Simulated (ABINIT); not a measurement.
# KTaO3 (Pm-3m) in ABINIT: settings compared

The runs below take KTaO3 through single point, with LDA, PBE.

Everything below comes from runs of ABINIT 10.8.3 (patched build). Logs are shortened: lines on timing, memory, paths and dates and some standing lists are left out, and cuts for length are marked. The log counts tension as positive stress, the text compression.

## Step 1: Starting point

It takes space group Pm-3m (No. 221, cubic). Conventional cell: a = 3.988 Å, b = 3.988 Å, c = 3.988 Å, α = 90.00°, β = 90.00°, γ = 90.00°. Ta (site symmetry m-3m) has 6 O at 1.99 Å as nearest neighbours. Around K (site symmetry m-3m) lie 12 O at 2.82 Å. O (site symmetry 4/mmm) has 2 Ta at 1.99 Å as nearest neighbours.

## Step 2: Single point, LDA

run.abi reads:

```
# Pseudopotentials
pp_dirpath "./"
pseudos "Ta.upf, K.upf, O.upf"

# Structure
acell 3*1.0
rprim
     7.5367947028     0.0000000000     0.0000000000
     0.0000000000     7.5367947028     0.0000000000
     0.0000000000     0.0000000000     7.5367947028
ntypat 3
znucl 73 19 8
natom 5
typat 1 2 3 3 3
xred
     0.0000000000     0.0000000000     0.0000000000
     0.5000000000     0.5000000000     0.5000000000
     0.0000000000     0.0000000000     0.5000000000
     0.0000000000     0.5000000000     0.0000000000
     0.5000000000     0.0000000000     0.0000000000

# Plane-wave basis
ecut 35.0

# k points
kptopt 1
ngkpt 5 5 5
nshiftk 1
shiftk 0.0 0.0 0.0

# Exchange and correlation
ixc 7

# Bands and occupations
nband 24
occopt 3
tsmear 0.05 eV

# SCF cycle
nstep 100
tolvrs 1.0e-10

# Output
iomode 3
prtwf 0
prtden 0
prteig 0
prtebands 0
```

Potentials or basis: PseudoDojo NC SR LDA v0.4.1 standard.

Command:

```
$ abinit run.abi > log 2>&1
```

run.abo:

```text
.Version 10.8.3 of ABINIT
 Symmetries : space group Pm -3 m (#221); Bravais cP (primitive cubic)
================================================================================
 Values of the parameters that define the memory need of the present run
     intxc =       0    ionmov =       0      iscf =       7    lmnmax =       8
     lnmax =       8     mgfft =      45  mpssoang =       4    mqgrid =    3001
     natom =       5  nloc_mem =       1    nspden =       1   nspinor =       1
    nsppol =       1      nsym =      48    n1xccc =    2501    ntypat =       3
    occopt =       3   xclevel =       1
       mpw =        4248          nfft =       91125          nkpt =          10
================================================================================
================================================================================

--------------------------------------------------------------------------------
------------- Echo of variables that govern the present computation ------------
--------------------------------------------------------------------------------
 -outvars: echo values of preprocessed input variables --------
            acell      1.0000000000E+00  1.0000000000E+00  1.0000000000E+00 Bohr
              amu      1.80947900E+02  3.90983000E+01  1.59994000E+01
             ecut      3.50000000E+01 Hartree
              ixc           7
         kptrlatt        5    0    0      0    5    0      0    0    5
          kptrlen      3.76839735E+01
            natom           5
            nband          24
            ngfft          45      45      45
             nkpt          10
            nstep         100
             nsym          48
           ntypat           3
           occopt           3
           prtden           0
        prtebands           0
           prteig           0
            prtwf           0
            rprim      7.5367947028E+00  0.0000000000E+00  0.0000000000E+00
                       0.0000000000E+00  7.5367947028E+00  0.0000000000E+00
                       0.0000000000E+00  0.0000000000E+00  7.5367947028E+00
          spgroup         221
           tolvrs      1.00000000E-10
           tsmear      1.83746611E-03 Hartree
            typat      1  2  3  3  3
           xangst      0.0000000000E+00  0.0000000000E+00  0.0000000000E+00
                       1.9941499986E+00  1.9941499986E+00  1.9941499986E+00
                       0.0000000000E+00  0.0000000000E+00  1.9941499986E+00
                       0.0000000000E+00  1.9941499986E+00  0.0000000000E+00
                       1.9941499986E+00  0.0000000000E+00  0.0000000000E+00
            xcart      0.0000000000E+00  0.0000000000E+00  0.0000000000E+00
                       3.7683973514E+00  3.7683973514E+00  3.7683973514E+00
                       0.0000000000E+00  0.0000000000E+00  3.7683973514E+00
                       0.0000000000E+00  3.7683973514E+00  0.0000000000E+00
                       3.7683973514E+00  0.0000000000E+00  0.0000000000E+00
[... 151 lines left out ...]
    3     -0.00000000000000    -0.00000000000000    -0.00000000000000
    4     -0.00000000000000    -0.00000000000000    -0.00000000000000
    5     -0.00000000000000    -0.00000000000000    -0.00000000000000
 frms,max,avg= 0.0000000E+00 0.0000000E+00   0.000E+00  0.000E+00  0.000E+00 h/b

 cartesian forces (eV/Angstrom) at end:
    1     -0.00000000000000    -0.00000000000000    -0.00000000000000
    2     -0.00000000000000    -0.00000000000000    -0.00000000000000
    3     -0.00000000000000    -0.00000000000000    -0.00000000000000
    4     -0.00000000000000    -0.00000000000000    -0.00000000000000
    5     -0.00000000000000    -0.00000000000000    -0.00000000000000
 frms,max,avg= 0.0000000E+00 0.0000000E+00   0.000E+00  0.000E+00  0.000E+00 e/A
 length scales=  1.000000000000  1.000000000000  1.000000000000 bohr
              =  0.529177210544  0.529177210544  0.529177210544 angstroms
 Fermi (or HOMO) energy (hartree) =   0.23147   Average Vxc (hartree)=  -0.42888
 Eigenvalues (hartree) for nkpt=  10  k points:
 kpt#   1, nband= 24, wtk=  0.00800, kpt=  0.0000  0.0000  0.0000 (reduced coord)
  -2.28570   -1.05501   -1.05501   -1.05501   -0.79412   -0.43813   -0.41098   -0.41098
  -0.19727   -0.19727   -0.19727    0.10465    0.10465    0.10465    0.15472    0.15472
   0.15472    0.17035    0.17035    0.17035    0.27056    0.27056    0.27056    0.42970
      occupation numbers for kpt#   1
   2.00000    2.00000    2.00000    2.00000    2.00000    2.00000    2.00000    2.00000
   2.00000    2.00000    2.00000    2.00000    2.00000    2.00000    2.00000    2.00000
   2.00000    2.00000    2.00000    2.00000    0.00000    0.00000    0.00000    0.00000
 prteigrs : prtvol=0 or 1, do not print more k-points.

--- !EnergyTerms
iteration_state     : {dtset: 1, }
comment             : Components of total free energy in Hartree
kinetic             :  6.04864631810339E+01
hartree             :  2.82612440187659E+01
xc                  : -3.33113624180994E+01
Ewald energy        : -1.03682236415820E+02
psp_core            :  4.54990569450307E+00
local_psp           : -1.01946106874835E+02
non_local_psp       :  7.56856765685479E-01
internal            : -1.44885236048766E+02
'-kT*entropy'       : -4.26543933645711E-12
total_energy        : -1.44885236048770E+02
total_energy_eV     : -3.94252811946322E+03
band_energy         : -1.42778354016179E+01
...

 Cartesian components of stress tensor (hartree/bohr^3)
  sigma(1 1)=  3.05101395E-04  sigma(3 2)=  0.00000000E+00
  sigma(2 2)=  3.05101395E-04  sigma(3 1)=  0.00000000E+00
  sigma(3 3)=  3.05101395E-04  sigma(2 1)=  0.00000000E+00

-Cartesian components of stress tensor (GPa)         [Pressure= -8.9764E+00 GPa]
- sigma(1 1)=  8.97639294E+00  sigma(3 2)=  0.00000000E+00
- sigma(2 2)=  8.97639294E+00  sigma(3 1)=  0.00000000E+00
- sigma(3 3)=  8.97639294E+00  sigma(2 1)=  0.00000000E+00

== END DATASET(S) ==============================================================
================================================================================

 -outvars: echo values of variables after computation  --------
            acell      1.0000000000E+00  1.0000000000E+00  1.0000000000E+00 Bohr
           etotal     -1.4488523605E+02
            fcart     -0.0000000000E+00 -0.0000000000E+00 -0.0000000000E+00
                      -0.0000000000E+00 -0.0000000000E+00 -0.0000000000E+00
                      -0.0000000000E+00 -0.0000000000E+00 -0.0000000000E+00
                      -0.0000000000E+00 -0.0000000000E+00 -0.0000000000E+00
                      -0.0000000000E+00 -0.0000000000E+00 -0.0000000000E+00
            rprim      7.5367947028E+00  0.0000000000E+00  0.0000000000E+00
                       0.0000000000E+00  7.5367947028E+00  0.0000000000E+00
                       0.0000000000E+00  0.0000000000E+00  7.5367947028E+00
           strten      3.0510139459E-04  3.0510139459E-04  3.0510139459E-04
                       0.0000000000E+00  0.0000000000E+00  0.0000000000E+00
           xangst      0.0000000000E+00  0.0000000000E+00  0.0000000000E+00
                       1.9941499986E+00  1.9941499986E+00  1.9941499986E+00
                       0.0000000000E+00  0.0000000000E+00  1.9941499986E+00
                       0.0000000000E+00  1.9941499986E+00  0.0000000000E+00
                       1.9941499986E+00  0.0000000000E+00  0.0000000000E+00
             xred      0.0000000000E+00  0.0000000000E+00  0.0000000000E+00
                       5.0000000000E-01  5.0000000000E-01  5.0000000000E-01
                       0.0000000000E+00  0.0000000000E+00  5.0000000000E-01
                       0.0000000000E+00  5.0000000000E-01  0.0000000000E+00
                       5.0000000000E-01  0.0000000000E+00  0.0000000000E+00
 Calculation completed.
```

Wall time 53 s (1 thread of Arm Neoverse V1, shared host); peak memory 0.08 GiB.

Results:

```yaml
Free_energy: -3942.5281 eV
Band_gap_on_the_k_mesh: 2.20 eV, indirect (least direct gap 2.73 eV)
Valence_electrons_inside_the_program's_atomic_spheres: Ta 9.07; K 6.93; O 6.29
```

Caveat: the cutoff is too short for stress, so the log's stress isn't used; spin-orbit coupling is left out, which moves the levels of the heavy elements; an odd mesh through Γ misses points on the zone boundary, where band edges often lie.

## Step 3: Single point, PBE, spin-orbit coupling, no magnetisation

run.abi reads:

```
pp_dirpath "./"
pseudos "Ta.GGA_PBE-ansatz.xml, K.GGA_PBE-ansatz.xml, O.GGA_PBE-ansatz.xml"

acell 7.5367947028 7.5367947028 7.5367947028
rprim
     1.0000000000     0.0000000000     0.0000000000
     0.0000000000     1.0000000000     0.0000000000
     0.0000000000     0.0000000000     1.0000000000
ntypat 3
znucl 73 19 8
natom 5
typat 1 2 3 3 3
xcart
     0.0000000000     0.0000000000     0.0000000000
     1.9941500000     1.9941500000     1.9941500000
     0.0000000000     0.0000000000     1.9941500000
     0.0000000000     1.9941500000     0.0000000000
     1.9941500000     0.0000000000     0.0000000000 Angstrom

ecut 14.0
pawecutdg 28.0
pawxcdev 0
pawovlp 30

kptopt 4
ngkpt 5 5 5
nshiftk 1
shiftk 0.0 0.0 0.0

ixc 11

nband 48
occopt 3
tsmear 0.00183747

nspinor 2
nspden 1
pawspnorb 1

nstep 100
tolvrs 1.0e-9

iomode 3
prtwf 0
prtden 0
prteig 0
prtebands 0
```

Potentials or basis: Ansatz PAW PBE default generated set, frozen core.

Command:

```
$ abinit run.abi > log 2>&1
```

It took 90 s on 1 thread of Arm Neoverse V1, shared host; peak memory 0.26 GiB.

Results (log left out):

```
Free energy            : -3705.7327 eV
Band gap on the k mesh : 2.16 eV, indirect (least direct gap 2.59 eV)
```

Levels at points of the mesh, in eV from the valence-band top:
```tsv
k point	band 38	band 39	band 40	band 41	band 42	band 43
(0.00, 0.00, 0.00)	-0.43	-0.43	-0.43	2.16	2.16	2.16
```

Caveat: the cutoff is too short for stress, so the log's stress isn't used; an odd mesh through Γ misses points on the zone boundary, where band edges often lie; the atomic spheres overlap.
